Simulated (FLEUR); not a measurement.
Runs of FLEUR MaX-R8.1 (later development tree) on FeO (Wuestite). It takes space group R-3m (No. 166, trigonal). The conventional cell has a = 3.038 Å, b = 3.038 Å, c = 7.559 Å, α = 90.00°, β = 90.00°, γ = 120.00°. Fe (site symmetry -3m) has 6 O at 2.16 Å as nearest neighbours. Around O (site symmetry -3m) lie 6 Fe at 2.16 Å. 

```csv
U,gap on the mesh (eV),moment (μB)
Fe d U = 6 eV,none,(a)
Fe d U = 3 eV,none,4.00
Fe d U = 2 eV,none,4.00
Fe d U = 4 eV,none,4.00
Fe d U = 0.0 eV,none,4.00
Fe d U = 5 eV,none,4.01
```

Alike in all rows: task single point; level PBEsol+U; potentials or basis all-electron, FLAPW; spin collinear, ferromagnetic start; cell as given; k mesh 9 × 9 × 9; smearing fermi-dirac 0.05 eV; kmax 4.62 1/bohr.

Question: Estimate the missing entries.

Answer: (a) 4.02.

Caveats: a cell with one magnetic atom can't hold antiferromagnetic order, which such compounds often take.

A gap of «none» marks a metal or a gap under the smearing width.
